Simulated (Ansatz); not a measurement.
# What DFT gives for TiPbO₃

```yaml
crystal:
  lattice:
    - [3.96370, 0.00000, 3.96370]
    - [0.00000, 3.96370, 0.00000]
    - [3.96370, 0.00000, -3.96370]
  atoms:
    - { symbol: Pb, position: [0.00000, 0.00000, 0.00000] }
    - { symbol: Pb, position: [0.50000, 0.00000, 0.50000] }
    - { symbol: Ti, position: [0.00000, 0.50000, 0.50000] }
    - { symbol: Ti, position: [0.50000, 0.50000, 0.00000] }
    - { symbol: O, position: [0.25000, 0.50000, 0.75000] }
    - { symbol: O, position: [0.75000, 0.50000, 0.25000] }
    - { symbol: O, position: [0.00000, 0.00000, 0.50000] }
    - { symbol: O, position: [0.50000, 0.00000, 0.00000] }
    - { symbol: O, position: [0.25000, 0.50000, 0.25000] }
    - { symbol: O, position: [0.75000, 0.50000, 0.75000] }
```

Level: r2SCAN, with U_eff = 3.22 eV on Ti d (all-electron-ortho-atomic projectors), collinear spin; 500 eV; 4×6×4 Γ-centred mesh; fermi-dirac occupations (width 0.1 eV); Ansatz 0.2.0, fixed geometry.

The state carries no moments; the state need not be the lowest.

**Band edges.** Within 0.7 eV of the edges, the states project mainly on O p (89 %) below the gap and on Ti d (89 %) above it.
**Stress.** The pressure is -2.9 GPa (compression positive), so with the atoms held at these fractions the cell would first shrink.
**Contacts.** Ti–O at 1.98 Å: least valence density 0.66 e/Å³ and ELF 0.20 there. Pb–O at 2.80 Å: least valence density 0.17 e/Å³ and ELF 0.09 there, a closed-shell (ionic or weak) contact. These are pseudo-fields; inside the PAW spheres they differ from the all-electron ones.
**Electronic structure.** The gap is 2.38 eV, indirect or between spins (the least direct gap found is 2.38 eV).
**Charges.** Bader charges in e: Ti +2.45, Pb +1.44, O -1.30. In the mean Ti gives up most and O takes most.
**Forces.** The forces vanish by the symmetry of the sites.

Origin: a database entry at a rescaled volume. Caveats: the input typed no starting moments; no spin-orbit coupling, which can shift this gap by tenths of an eV.
